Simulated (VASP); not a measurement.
A run of VASP 6.6.1:

POSCAR

```
Y
1.0
   -2.0195363156      2.0195363156      2.0195363156
    2.0195363156     -2.0195363156      2.0195363156
    2.0195363156      2.0195363156     -2.0195363156
Y
1
Direct
    0.0000000000      0.0000000000      0.0000000000
```

File INCAR.step1:

```
  ALGO = Normal
  EDIFF = 1E-7
  ENCUT = 520
  GGA = PE
  ISIF = 2
  ISMEAR = 0
  LASPH = T
  LCHARG = T
  LMAXMIX = 4
  LREAL = F
  LWAVE = F
  NBANDS = 12
  NELM = 60
  PREC = Accurate
  SIGMA = 0.05
```

The input KPOINTS.step1:

```
k-points
0
Gamma
  14 14 14
```

File INCAR.step2:

```
  ALGO = Normal
  EDIFF = 1E-7
  ENCUT = 520
  GGA = PE
  ICHARG = 11
  ISIF = 2
  ISMEAR = -5
  LASPH = T
  LCHARG = F
  LMAXMIX = 4
  LORBIT = 10
  LREAL = F
  LWAVE = F
  NEDOS = 1001
  NELM = 60
  PREC = Accurate
  SIGMA = 0.05
```

The input KPOINTS.step2:

```
k-points
0
Gamma
  21 21 21
```

Potentials or basis: VASP PAW PBE potentials, release 64 (Y_sv).

Launch:

```bash
$ cat potpaw_PBE.64/Y_sv/POTCAR > POTCAR
$ cp INCAR.step1 INCAR
$ cp KPOINTS.step1 KPOINTS
$ mpirun -np 1 vasp_std > vasp.out
$ cp INCAR.step2 INCAR
$ cp KPOINTS.step2 KPOINTS
$ mpirun -np 1 vasp_std > vasp.out
```

Hardware: 1 thread of Intel(R) Xeon(R) 6975P-C (Granite Rapids), on a shared host.

Problem. Estimate the wall time of this run.

Solution. Wall time 81 s on 1 thread of Intel(R) Xeon(R) 6975P-C (Granite Rapids), with other jobs on the host, peak memory 0.25 GiB. Counts: scf iterations 7, k points 286.
